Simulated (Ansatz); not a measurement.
# SnS2: how well frozen cores do, part 2 of 2

Aim: solve SnS2 at one geometry with all-electron LAPW, PAW with frozen cores and all-electron PAW on datasets made for the crystal, and see where they agree.

Ansatz 0.2.0; DFT PBE; a database cell (COD). «Crystal datasets» are all-electron PAW datasets made for this crystal. Earlier steps stand in the parts before.

### Step 3. PAW with frozen cores

Contents of input.yaml:

```yaml
crystal:
  lattice:
    - [3.5983003419, 0.0, 0.0]
    - [-1.7991501709, 3.1162195065, 0.0]
    - [0.0, 0.0, 5.494]
  atoms:
    - { symbol: Sn, position: [0.0, 0.0, 0.0] }
    - { symbol: S, position: [0.6666666667, 0.3333333333, 0.2639] }
    - { symbol: S, position: [0.3333333333, 0.6666666667, 0.7361] }
kpoints:
  mp_grid: { grid: [10, 10, 6] }
  band_path:
    path:
      - [0.0, 0.0, 0.0]
      - [0.5, 0.0, 0.0]
      - [0.3333333333, 0.3333333333, 0.0]
      - [0.0, 0.0, 0.0]
      - [0.0, 0.0, 0.5]
      - [0.5, 0.0, 0.5]
      - [0.3333333333, 0.3333333333, 0.5]
      - [0.0, 0.0, 0.5]
      - [0.5, 0.0, 0.5]
    npoints: 14
scf:
  occupations: { method: fermi_dirac, width: 0.01 }
hamiltonian:
  xc: pbe
  pseudopotentials: { kind: paw }
output:
  forces: true
  stress: true
  eigenvalues: true
  efg: { contact_densities: true }
  populations: true
  bader: true
  dos: { projected: true, de: 0.2, e_range: [-14, 8] }
  write_density: true
  write_potential: true
  elf: true
  volumetric_format: npy
```

Run with:

```sh
$ ansatz run input.yaml --threads 1 --pin off --max-ram 4096MiB --backend cpu --events-out ev --progress --plain --runs-dir out
```

Output:

```text
Sn: output.efg is read without spin–orbit coupling, which moves field gradients at and beside such atoms by some per cent and up to a factor of two; PAW files take it under magnetization.noncollinear and magnetization.spin_orbit
Engine: ansatz 0.2.0
Pseudopotentials: kind: paw
Pseudopotential: Sn, paw, valence charge 14, recommended cutoff 420 eV (normal)
Pseudopotential: S, paw, valence charge 6, recommended cutoff 420 eV (normal)
Functional definition: PBE
  parameter kappa = 0.804
  parameter beta = 0.06672455060314922
  exchange = pbe_x(kappa = kappa, mu = beta*pi^2/3)
  correlation = pbe_c(beta = beta)
Crystal: 3 atoms, lattice volume = 61.605 Å³
Basis set: ecut = 420 eV, 1183 PW (Γ), exchange–correlation on 50×50×80 points (8 copies of the dense FFT grid, shifted against one another)
Bands: 17, of which v1, the nominal top of the filled ones, is band 13 counted from 1 (12 counted from 0)
Symmetry: 12 space group operations
Space group: P-3m1 (ITA 164), of the structure as read, at distance tolerance 3.9e-5 Å
k-points: 72 of 600
Non-local potential: Sn, projectors of the file, l = 0: 2, l = 1: 2, l = 2: 2, l = 3: 2
Non-local potential: S, projectors of the file, l = 0: 2, l = 1: 2, l = 2: 2
PAW form: soft (Blöchl's): semilocal exchange-correlation on the pseudo side does not see the compensation charge
PAW one-centre angular grid: Sn, 590 points (default); XC on 64 Gauss nodes
PAW one-centre angular grid: S, 110 points (default); XC on 64 Gauss nodes
Initial density: superposition of atomic densities (neutral atoms: chi_scale 0, normalization atom), corrected by the library's trained network
Initial wavefunctions: pseudopotential atomic-orbital guess
Functional: x = pbe(κ = 0.804, μ = 0.2195149727645171), c = pbe(β = 0.06672455060314922)
SCF iter   1: F=—  HF=-7829.226171 eV  |F-HF|=—  |Δ(HF+E_count)|=         —  Δρ=1.29e-3  dr2=9.27e-4  ethr=1.77e-3  ⟨swp⟩=6.5  Hψ=7359  notcnv=0
preconditioner: auto → Resta (q_TF=auto, 2.363 Å⁻¹)  ε∞=3.2  [insulator: Δε(μ)=1.096 eV  Ē_g=16.328 eV  σ=0.010 eV  W_gap=1.00  n_scr=22 (ndim 8)  ℏωp=24.1 eV  f_vac=0.008  D(μ)=0.00/eV (n_scr^D=0)  ε∞_Penn≈3.2]
SCF iter   2: F=—  HF=-7829.225025 eV  |F-HF|=—  |Δ(HF+E_count)|=   1.15e-3  Δρ=7.34e-4  dr2=3.35e-4  ethr=3.57e-6  ⟨swp⟩=2.0  Hψ=3028  notcnv=0
SCF iter   3: F=—  HF=-7829.225094 eV  |F-HF|=—  |Δ(HF+E_count)|=   6.89e-5  Δρ=2.82e-4  dr2=2.86e-5  ethr=1.29e-6  ⟨swp⟩=2.0  Hψ=2448  notcnv=0
SCF iter   4: F=—  HF=-7829.225095 eV  |F-HF|=—  |Δ(HF+E_count)|=   5.06e-7  Δρ=1.27e-4  dr2=5.73e-6  ethr=1.10e-7  ⟨swp⟩=2.5  Hψ=2006  notcnv=0
SCF iter   5: F=—  HF=-7829.225095 eV  |F-HF|=—  |Δ(HF+E_count)|=   1.95e-7  Δρ=1.58e-5  dr2=1.14e-7  ethr=2.20e-8  ⟨swp⟩=2.0  Hψ=2083  notcnv=0
SCF iter   6: F=-7829.225095 eV  HF=-7829.225095 eV  |F-HF|=2.37e-9  |Δ(HF+E_count)|=   8.03e-8  Δρ=3.27e-6  dr2=8.08e-9  ethr=3.85e-10  ⟨swp⟩=9.7  Hψ=9279  notcnv=0
SCF 1 converged in 6 iterations: F = -7829.225095 eV  dr2 = 8.08e-9
NSCF: frozen V_eff on 113 k-points
SCF converged after 6 iterations
Free energy (F): -7829.225095 eV
Harris-Foulkes:  -7829.225095 eV  (|F-HF|=2.37e-9)
Internal energy: -7829.225095 eV  (E = F + TS)
E sigma→0 (E₀):  -7829.225095 eV
Fermi energy:    8.809082 eV
--- Per-component energies (eV) ---
  E_band       = -86.354105
  E_kinetic    = 404.334990
  E_local      = -1395.107895  (includes V_loc(G=0)·N_el)
  E_nonlocal   = 27.422244
  E_hartree    = 761.673340
  E_xc         = -576.278065
  E_vxc        = -270.909169  (∫ρ·V_xc dr)
  E_paw        = -5343.645351  (= ΣΔE_a)
  E_vpaw       = -375.440969  (= ΣTr[D̂ρ^β])
  E_aug_tail   = 0.000003  (compensation charges beyond the density's cutoff)
  E_ewald      = -1707.624361
  E_smearing   = -0.000000  (= −TS)
  E_closure    = 0.000000  (closes the sum)
  Σ components = -7829.225095   (vs F -7829.225095, Δ=0.00e0)
--- Forces (eV/Å), atoms counted from 1 ---
  atom   1  Sn     0.00000000     0.00000000     0.00000000
  atom   2  S     -0.00000000     0.00000000     0.45408331
  atom   3  S      0.00000000     0.00000000    -0.45408331
  max |Σ_I F_I| component: 1.31e-31 eV/Å
--- Stress (GPa, compression-positive) ---
        9.141197       0.000000      -0.000000
        0.000000       9.141197       0.000000
        0.000000       0.000000       9.366817
  P = ⅓ Tr σ = 9.2164 GPa (92.164 kbar)
--- PAW observables at the nuclei: V_zz in 10²¹ V/m², potentials from the cell's mean, atoms counted from 1 ---
  atom   1  Sn V_zz =    +1.062143   η = 0.0000   by run symmetry: allowed
            electrostatic potential = -8171.275753 V   contact ρ = 1236305.076390 e/Å³
  atom   2  S  V_zz =    -4.372186   η = 0.0000   by run symmetry: allowed
            electrostatic potential = -1635.782774 V   contact ρ = 19771.633495 e/Å³
  atom   3  S  V_zz =    -4.372186   η = 0.0000   by run symmetry: allowed
            electrostatic potential = -1635.782774 V   contact ρ = 19771.633495 e/Å³
--- Band table (eV; the first three rows and the last of 72) ---
  k-point 0: bands = ["-13.0929", "-13.0929", "-13.0409", "-13.0080", "-13.0080", "-6.3690", "-3.9265", "1.8471", "7.2027", "7.2027", "7.3907", "7.3907", "8.2644", "10.0671", "11.5038", "13.4717", "13.4717"]
  k-point 1: bands = ["-13.0929", "-13.0929", "-13.0408", "-13.0080", "-13.0080", "-6.3023", "-4.0960", "2.1832", "7.1320", "7.1320", "7.4868", "7.4868", "7.5542", "10.5633", "11.5540", "13.3419", "13.3419"]
  k-point 2: bands = ["-13.0929", "-13.0929", "-13.0405", "-13.0080", "-13.0080", "-6.1408", "-4.4430", "3.0008", "6.3477", "7.0550", "7.0550", "7.6162", "7.6162", "11.1887", "11.6529", "13.1040", "13.1040"]
  k-point 71: bands = ["-13.1385", "-13.1062", "-13.0180", "-13.0014", "-12.9763", "-3.7431", "-3.4902", "0.6639", "3.2500", "3.5080", "4.1536", "7.7103", "7.7538", "11.2933", "13.2114", "13.3968", "14.9508"]
--- Löwdin populations: 3 sites ---
  site symbol       q [e]
     0     Sn     13.2025
     1      S      6.3209
     2      S      6.3209
  spilling = 0.005991 (of n_electrons = 26.000000)
--- Bader charges: 3 sites ---
  site symbol  charge [e]  shift [e]
     0     Sn      1.5880     0.0002
     1      S     -0.7940     0.0001
     2      S     -0.7940     0.0001
  estimated error of the sums over rays = 7.6e-4 e
```

Run time: 24 s. Hardware: 1 thread of Arm Neoverse V2, shared host; peak memory 0.41 GiB.

This run gives: pressure 9.22 GPa; gap 1.09 eV; largest force 0.454 eV/Å; Vzz Sn1 1.06 (η = 0.00), S2 -4.37 (η = 0.00) (10²¹ V/m²).

```tsv
atom	Bader charge (e)	basin volume (Å³)
Sn1	+1.59	14.18
S2	-0.79	23.71
```

Density in a lattice plane of the grid's cell (edges 3.60 and 5.49 Å, at 0.000 of the third edge), which holds Sn.

Values in e/Å³, 12 rows by 8 columns:
```
 6.55  2.86  0.54  0.23  0.19  0.23  0.54  2.86
 0.75  0.49  0.30  0.30  0.32  0.30  0.30  0.49
 0.13  0.15  0.21  0.34  0.42  0.34  0.21  0.15
 0.05  0.06  0.13  0.24  0.32  0.24  0.13  0.06
 0.02  0.03  0.06  0.12  0.15  0.12  0.06  0.03
 0.01  0.02  0.04  0.07  0.09  0.07  0.04  0.02
 0.02  0.03  0.06  0.12  0.15  0.12  0.06  0.03
 0.05  0.06  0.13  0.24  0.32  0.24  0.13  0.06
 0.13  0.15  0.21  0.34  0.42  0.34  0.21  0.15
 0.75  0.49  0.30  0.30  0.32  0.30  0.30  0.49
 6.55  2.86  0.54  0.23  0.19  0.23  0.54  2.86
16.84  6.73  0.84  0.20  0.14  0.20  0.84  6.73
```
Columns run along the first of these edges and rows up along the second, over one cell in 8 and 12 even steps from the bottom left corner. Atoms in the plane (fractional): Sn at (0.00, 0.00).

ELF in the same plane.

Ten even steps from '0' (0.00) to '9' (0.76):
```
0012333222333210
1123344555443321
3333457777754333
2233578999875332
2224689999986422
1113579999975311
0002468999864200
0001245676542100
0000012222210000
0000000000000000
0000012222210000
0001245676542100
0002468999864200
1113579999975311
2224689999986422
2233578999875332
3333457777754333
1123344555443321
0012333222333210
0002322111223200
```
Columns run along the first of these edges and rows up along the second, over one cell in 16 and 20 even steps from the bottom left corner. Atoms in the plane (fractional): Sn at (0.00, 0.00).

Both are smooth fields of the valence electrons: close to the nuclei they are not physical.

Maxima of ELF outside the ion cores: 0.93 beside S, off the lines to its neighbours, 0.9 Å from S; 0.87 on the S–Sn line, 0.8 Å from S.

### Step 4. All-electron PAW on datasets made for the crystal

Changes to input.yaml since step 3:

```diff
@@ -22,3 +22,3 @@
       - [0.5, 0.0, 0.5]
-    npoints: 14
+    npoints: 8
 scf:
@@ -27,3 +27,3 @@
   xc: pbe
-  pseudopotentials: { kind: paw }
+  pseudopotentials: { kind: all_electron, datasets: crystal }
 output:
@@ -33,8 +33 @@
   efg: { contact_densities: true }
-  populations: true
-  bader: true
-  dos: { projected: true, de: 0.2, e_range: [-14, 8] }
-  write_density: true
-  write_potential: true
-  elf: true
-  volumetric_format: npy
```

Run with:

```sh
$ ansatz run input.yaml --threads 1 --pin off --max-ram 4096MiB --backend cpu --events-out ev --progress --plain --runs-dir out
```

Output, shortened:

```text
[...]
Sn: output.efg is read without spin–orbit coupling, which moves field gradients at and beside such atoms by some per cent and up to a factor of two; PAW files take it under magnetization.noncollinear and magnetization.spin_orbit
[...]
Pseudopotentials: kind: all_electron
Pseudopotential: Sn, paw, valence charge 22, recommended cutoff 260 eV (normal), Koelling and Harmon's equation, gaussian nucleus
Pseudopotential: S, paw, valence charge 6, recommended cutoff 260 eV (normal), Koelling and Harmon's equation, gaussian nucleus
Functional definition: PBE
[...]
Crystal: 3 atoms, lattice volume = 61.605 Å³
Basis set: ecut = 260 eV, 591 PW (Γ), exchange–correlation on 40×40×60 points (8 copies of the dense FFT grid, shifted against one another)
Bands: 17, of which v1, the nominal top of the filled ones, is band 13 counted from 1 (12 counted from 0)
Symmetry: 12 space group operations
[...]
        9.122305       0.000000      -0.000000
        0.000000       9.122305       0.000000
        0.000000       0.000000       9.351668
  P = ⅓ Tr σ = 9.1988 GPa (91.988 kbar)
  It holds what live shells' own plane waves past their cutoff add
--- PAW observables at the nuclei: V_zz in 10²¹ V/m², potentials from the cell's mean, atoms counted from 1 ---
  atom   1  Sn V_zz =    +1.080898   η = 0.0000   by run symmetry: allowed
            electrostatic potential = -8171.055336 V   contact ρ = 1236217.114854 e/Å³
  atom   2  S  V_zz =    -4.368433   η = 0.0000   by run symmetry: allowed
            electrostatic potential = -1635.630862 V   contact ρ = 19789.718608 e/Å³
  atom   3  S  V_zz =    -4.368433   η = 0.0000   by run symmetry: allowed
            electrostatic potential = -1635.630862 V   contact ρ = 19789.718608 e/Å³
--- Band table (eV; the first three rows and the last of 72) ---
  k-point 0: bands = ["-11.2526", "-11.2526", "-11.2015", "-11.1683", "-11.1683", "-4.5100", "-2.0686", "3.7005", "9.0596", "9.0596", "9.2472", "9.2472", "10.1167", "11.9286", "13.3619"]
[...]
```

Wall time 19 s (1 thread of Arm Neoverse V2, shared host); peak memory 0.63 GiB.

Result: pressure 9.20 GPa; gap 1.10 eV; largest force 0.452 eV/Å; Vzz Sn1 1.08 (η = 0.00), S2 -4.37 (η = 0.00) (10²¹ V/m²).

```tsv
atom	contact density (e/Å³)
Sn1	1236217
S2	19789.72
```

### Step 5. The methods compared

Highest filled and lowest empty level at the labelled points (eV from each run's valence-band top):

```tsv
point	LAPW top	LAPW bottom	PAW top	PAW bottom	crystal datasets top	crystal datasets bottom
Γ	0.00	1.81	0.00	1.80	0.00	1.81
M	-0.58	1.61	-0.59	1.60	-0.58	1.61
K	-2.21	1.46	-2.21	1.46	-2.21	1.46
Γ	0.00	1.81	0.00	1.80	0.00	1.81
A	-0.59	3.19	-0.60	3.18	-0.59	3.19
L	-1.24	1.39	-1.24	1.38	-1.24	1.39
H	-0.49	3.13	-0.49	3.13	-0.49	3.13
A	-0.59	3.19	-0.60	3.18	-0.59	3.19
L	-1.24	1.39	-1.24	1.38	-1.24	1.39
```

| method | pressure (GPa) | gap (eV) | largest force (eV/Å) | Vzz Sn1 (10²¹ V/m²) | Vzz S2 (10²¹ V/m²) | SCF cycles, all passes |
| --- | --- | --- | --- | --- | --- | --- |
| LAPW | 9.20 | 1.10 | 0.452 | – | – | 8 |
| PAW | 9.22 | 1.09 | 0.454 | 1.06 | -4.37 | 6 |
| crystal datasets | 9.20 | 1.10 | 0.452 | 1.08 | -4.37 | 9 |

### Step 6. Outcome

This closing draws on all 2 parts.

| quantity | value |
| --- | --- |
| pressure | LAPW 9.20, PAW 9.22, crystal datasets 9.20 GPa |
| gap (LAPW) | 1.10 eV |
| largest force | LAPW 0.452, PAW 0.454, crystal datasets 0.452 eV/Å |
| Bader charges (PAW) | Sn1 +1.59, S2 -0.79 e |
| highest ELF (PAW) | 0.93, 0.90 Å from S |

In words: At this geometry the cell is under compression of 9.2 GPa, so it would expand if let go. A gap opens: 1.10 eV. It is the Kohn-Sham gap of a semilocal functional, which mostly lies below the gap found in experiment. The top eV of the valence band is mostly S 3p (96 % of the projected weight). The projection holds only the free atom's occupied shells (Sn 5s, Sn 5p, S 3s, S 3p in this range). The field gradient at S2, the largest by crystal datasets, is -4.37 by PAW and -4.37 by crystal datasets (10²¹ V/m²), within 5 %. No spin–orbit coupling: at heavy atoms the gradients can be off by tens of per cent for that reason. PAW lies +0.01 GPa from LAPW in pressure and less than 0.01 eV in the gap. The forces differ by at most 2 meV/Å in a component, on a largest force of 0.452 eV/Å. LAPW took about 1.9 times as long as PAW (45 s against 24 s, on a shared host and with the outputs that each input asks for).
